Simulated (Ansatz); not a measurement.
## PbO₂: do energies and stresses tell the same story?

Theory: Ansatz, DFT PBE, scalar-relativistic, plane waves, PAW.

Settings: cutoff 420 eV, Γ-centred mesh 8×8×10 on the computed 6-atom cell, Gaussian smearing of 0.10 eV; no spin polarisation.

Relaxed cell: P4_2/mnm, a = 5.082 Å, b = 5.082 Å, c = 3.443 Å, α = 90.00°, β = 90.00°, γ = 90.00°, 6 atoms in the primitive cell. Whether it is the stable form of this composition wasn't checked.

Energies at zero smearing and pressures from the stress tensor, at volumes with shape and atoms relaxed:
```csv
V (Å³/atom),E − E(first) (meV/atom),P (GPa)
13.041,0.00,19.56
13.486,-45.10,13.19
13.930,-74.12,7.90
14.375,-89.74,3.54
14.819,-94.41,0.00
15.264,-90.26,-2.91
15.709,-79.03,-5.13
16.301,-55.72,-7.33
```

**Question.** Check P = −dE/dV between neighbouring volumes, and get the bulk modulus from the pressures alone.

**Answer.** With 1 eV/Å³ = 160.2 GPa:
```json
{"middle V (Å³/atom)": "13.263", "−ΔE/ΔV (GPa)": "16.254", "mean P (GPa)": "16.376"}
{"middle V (Å³/atom)": "13.708", "−ΔE/ΔV (GPa)": "10.459", "mean P (GPa)": "10.547"}
{"middle V (Å³/atom)": "14.153", "−ΔE/ΔV (GPa)": "5.628", "mean P (GPa)": "5.722"}
{"middle V (Å³/atom)": "14.597", "−ΔE/ΔV (GPa)": "1.681", "mean P (GPa)": "1.769"}
{"middle V (Å³/atom)": "15.042", "−ΔE/ΔV (GPa)": "-1.495", "mean P (GPa)": "-1.454"}
{"middle V (Å³/atom)": "15.486", "−ΔE/ΔV (GPa)": "-4.047", "mean P (GPa)": "-4.017"}
{"middle V (Å³/atom)": "16.005", "−ΔE/ΔV (GPa)": "-6.300", "mean P (GPa)": "-6.227"}
```

The two differ by 0.12 GPa at most. The mean of two end pressures misses the average over a step by about ΔV² P″/12, up to 0.10 GPa here; with that taken off 0.03 GPa remains, from the smearing term (the stress is the derivative of the free energy), the finite cutoff, the mesh or the relaxation's tolerance. Around V = 14.819 Å³/atom, the two neighbours give B = −V ΔP/ΔV = 14.819 × 6.45 / 0.889 = 107.4 GPa, against B0 = 104.9 GPa from the Birch–Murnaghan fit of the energies.

Spin–orbit coupling is left out, which can shift energies with elements as heavy as these.

Cost: 9 runs of about 6.7 core-minutes in all, on Intel Xeon 6975P-C (Granite Rapids) (shared hosts).